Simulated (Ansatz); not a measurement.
All numbers below come from Ansatz 0.2.0, DFT PBE, scalar-relativistic, plane waves, PAW. Settings: cutoff 420 eV, Γ-centred meshes spaced at most about 0.3 Å⁻¹, and about 0.25 Å⁻¹ or finer for metals (2π included), Gaussian smearing. No spin polarisation in the final relaxations.

All energies are static (0 K, no zero-point motion). All come from trial cells, and lower structures may exist.

Question: Which of these relaxed structures of P is the lowest in energy?
A.

```xyz
1
Lattice="2.4445 0.0000 0.0000 0.0000 2.4445 0.0000 0.0000 0.0000 2.4445" Properties=species:S:1:pos:R:3 pbc="T T T"
P     0.0000    0.0000    0.0000
```

B.

```xyz
1
Lattice="2.6348 0.0000 0.0000 -1.3174 2.2818 0.0000 0.0000 0.0000 2.4494" Properties=species:S:1:pos:R:3 pbc="T T T"
P     0.0000    0.0000    1.2247
```

Answer: A. It has the simple cubic type, space group Pm-3m (No. 221); the next, B, with the simple hexagonal type, space group P6/mmm (No. 191), lies 0.35 eV/atom higher. Counting all near atoms (those within 1.25 times the shortest such distance or 1.15 times the sum of covalent radii), the lowest has P 6 and the next has P 8.

Cells relaxed within their symmetry can be saddle points. The Pm-3m cell of P came from shaking the P6/mmm one. The part of the Crystallography Open Database at hand lists P in space groups No. 2, 13, 64, 123; no cell shown has one of them. Some structure types and database cells were kept out of the candidates from the start, so a known form may be missing.
